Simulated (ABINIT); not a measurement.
# InP (F-43m) in ABINIT: settings compared, part 2 of 2

ABINIT 10.8.3 (patched build). Earlier steps stand in the parts before.

## (3) Single point, LDA

The input, run.abi:

```
# Pseudopotentials
pp_dirpath "./"
pseudos "In.LDA_PW-JTH.xml, P.LDA_PW-JTH.xml"

# Structure
acell 3*1.0
rprim
     0.0000000000     5.5378424082     5.5378424082
     5.5378424082     0.0000000000     5.5378424082
     5.5378424082     5.5378424082     0.0000000000
ntypat 2
znucl 49 15
natom 2
typat 1 2
xcart
     0.0000000000     0.0000000000     0.0000000000
     4.3957500000     4.3957500000     4.3957500000 Angstrom

# Plane-wave basis
ecut 15.0
pawecutdg 30.0

# k points
kptopt 1
ngkpt 6 6 6
nshiftk 1
shiftk 0.0 0.0 0.0

# Exchange and correlation
ixc 7

# Bands and occupations
nband 13
occopt 3
tsmear 0.00183747

# SCF cycle
nstep 100
tolvrs 1.0e-9

# Output
iomode 3
prtwf 0
prtden 0
prteig 0
prtebands 0
prtvol 2
```

Potentials or basis: JTH PAW LDA v2.0.

On the command line:

```sh
$ abinit run.abi > log 2>&1
```

It took 5.6 s on 1 thread of Arm Neoverse V2, shared host; peak memory 0.07 GiB.

It converged, with:

```
Free energy                                           : -1765.9387 eV
Band gap on the k mesh                                : 0.45 eV, direct
Valence electrons inside the program's atomic spheres : In 11.29; P 1.60
```

Levels at points of the mesh, in eV from the valence-band top:
```tsv
k point	band 6	band 7	band 8	band 9	band 10	band 11	band 12	band 13
(0.00, 0.00, 0.00)	-11.58	0.00	0.00	0.00	0.45	3.95	3.95	3.95
(0.50, 0.00, 0.00)	-9.82	-5.86	-1.00	-1.00	1.29	4.70	4.70	6.89
(0.50, 0.50, 0.00)	-9.14	-5.90	-2.37	-2.37	1.60	2.11	8.98	9.40
```

Caveat: the cutoff is too short for stress, so the log's stress isn't used; spin-orbit coupling is left out, which moves the levels of the heavy elements.

## (4) Single point, LDA

The input, run.abi:

```
pp_dirpath "./"
pseudos "In.upf, P.upf"

acell 3*1.0
rprim
     0.0000000000     5.5378424082     5.5378424082
     5.5378424082     0.0000000000     5.5378424082
     5.5378424082     5.5378424082     0.0000000000
ntypat 2
znucl 49 15
natom 2
typat 1 2
xred
     0.0000000000     0.0000000000     0.0000000000
     0.7500000000     0.7500000000     0.7500000000

ecut 843.552974 eV

kptopt 1
ngkpt 6 6 6
nshiftk 1
shiftk 0.0 0.0 0.0

ixc 7

nband 13
occopt 3
tsmear 0.00183747

nstep 100
tolvrs 1.0e-10

iomode 3
prtwf 0
prtden 0
prteig 0
prtebands 0
```

Potentials or basis: PseudoDojo NC SR LDA v0.4.1 standard.

On the command line:

```sh
$ abinit run.abi > log 2>&1
```

run.abo:

```text
.Version 10.8.3 of ABINIT
 Symmetries : space group F-4 3 m (#216); Bravais cF (face-center cubic)
================================================================================
 Values of the parameters that define the memory need of the present run
     intxc =       0    ionmov =       0      iscf =       7    lmnmax =       6
     lnmax =       6     mgfft =      40  mpssoang =       3    mqgrid =    3001
     natom =       2  nloc_mem =       1    nspden =       1   nspinor =       1
    nsppol =       1      nsym =      24    n1xccc =    2501    ntypat =       2
    occopt =       3   xclevel =       1
       mpw =        2822          nfft =       64000          nkpt =          16
================================================================================
================================================================================

--------------------------------------------------------------------------------
------------- Echo of variables that govern the present computation ------------
--------------------------------------------------------------------------------
 -outvars: echo values of preprocessed input variables --------
            acell      1.0000000000E+00  1.0000000000E+00  1.0000000000E+00 Bohr
              amu      1.14820000E+02  3.09737620E+01
             ecut      3.10000000E+01 Hartree
              ixc           7
         kptrlatt        6    0    0      0    6    0      0    0    6
          kptrlen      4.69901510E+01
            natom           2
            nband          13
            ngfft          40      40      40
             nkpt          16
[... 163 lines left out ...]
comment             : Components of total free energy in Hartree
kinetic             :  4.42136923801713E+01
hartree             :  1.83531136120635E+01
xc                  : -2.17802367112070E+01
Ewald energy        : -4.48602020983076E+01
psp_core            :  1.71031519310867E+00
local_psp           : -5.71482447104167E+01
non_local_psp       : -1.37067382602884E+01
internal            : -7.32183005948762E+01
'-kT*entropy'       : -2.74730281017940E-06
total_energy        : -7.32183033421790E+01
total_energy_eV     : -1.99237153251944E+03
band_energy         : -3.72285991943020E+00
...

 Cartesian components of stress tensor (hartree/bohr^3)
  sigma(1 1)=  6.52631976E-05  sigma(3 2)=  0.00000000E+00
  sigma(2 2)=  6.52631976E-05  sigma(3 1)=  0.00000000E+00
  sigma(3 3)=  6.52631976E-05  sigma(2 1)=  0.00000000E+00

-Cartesian components of stress tensor (GPa)         [Pressure= -1.9201E+00 GPa]
- sigma(1 1)=  1.92010957E+00  sigma(3 2)=  0.00000000E+00
- sigma(2 2)=  1.92010957E+00  sigma(3 1)=  0.00000000E+00
- sigma(3 3)=  1.92010957E+00  sigma(2 1)=  0.00000000E+00

== END DATASET(S) ==============================================================
================================================================================

 -outvars: echo values of variables after computation  --------
            acell      1.0000000000E+00  1.0000000000E+00  1.0000000000E+00 Bohr
           etotal     -7.3218303342E+01
            fcart      1.8993219069E-31 -1.6224625297E-48 -1.8993219069E-31
                      -1.8993219069E-31  1.6224625297E-48  1.8993219069E-31
            rprim      0.0000000000E+00  5.5378424082E+00  5.5378424082E+00
                       5.5378424082E+00  0.0000000000E+00  5.5378424082E+00
                       5.5378424082E+00  5.5378424082E+00  0.0000000000E+00
           strten      6.5263197616E-05  6.5263197616E-05  6.5263197616E-05
                       0.0000000000E+00  0.0000000000E+00  0.0000000000E+00
           xangst      0.0000000000E+00  0.0000000000E+00  0.0000000000E+00
                       4.3957499970E+00  4.3957499970E+00  4.3957499970E+00
             xred      0.0000000000E+00  0.0000000000E+00  0.0000000000E+00
                       7.5000000000E-01  7.5000000000E-01  7.5000000000E-01
 Calculation completed.
```

It took 55 s on 1 thread of Intel Xeon at 2.50GHz (Skylake/Cascade Lake), shared host; peak memory 0.07 GiB.

What came out:

```
Free energy                                           : -1992.3715 eV
Band gap on the k mesh                                : 0.48 eV, direct
Valence electrons inside the program's atomic spheres : In 9.93; P 2.77
```

Caveat: the cutoff is too short for stress, so the log's stress isn't used; spin-orbit coupling is left out, which moves the levels of the heavy elements.

## (5) The runs side by side

| level | potentials or basis | cutoff (eV) | fine-grid cutoff | gap on the mesh (eV) |
| --- | --- | --- | --- | --- |
| PBE | PseudoDojo NC SR PBE v0.4.1 standard | 844 | - | 0.71 |
| LDA | JTH PAW LDA v2.0 | 408 | 816.342 eV | 0.45 |
| LDA | PseudoDojo NC SR LDA v0.4.1 standard | 844 | - | 0.48 |

Alike in all rows: task single point; no spin polarisation; cell as given; k mesh 6 × 6 × 6; smearing fermi-dirac 0.05 eV.

Caveats: spin-orbit coupling is left out, which moves the levels of the heavy elements.

Total energies depend on the potentials used, so only differences within one code and one set of settings carry meaning.

## (6) Comparison with measurements

Step 2. A measured gap of InP is 1.4236 eV (direct; 1.6 K; a printed reference work, data compilation); the calculated 0.71 eV misses it by -0.71 eV. Spin-orbit coupling on In is left out. The value is that of PBE, without temperature or zero-point motion. Semilocal functionals fall short of measured gaps as a rule.

Step 3. A measured gap of InP is 1.4236 eV (direct; 1.6 K; a printed reference work, data compilation); the calculated 0.45 eV misses it by -0.97 eV. Spin-orbit coupling on In is left out. The value is that of LDA, without temperature or zero-point motion. Semilocal functionals fall short of measured gaps as a rule.

Step 4. Against the measured gap of InP, 1.4236 eV (direct; 1.6 K; a printed reference work, data compilation), the calculated 0.48 eV is off by -0.94 eV. Spin-orbit coupling on In is left out. The value is that of LDA, without temperature or zero-point motion. Semilocal functionals fall short of measured gaps as a rule.
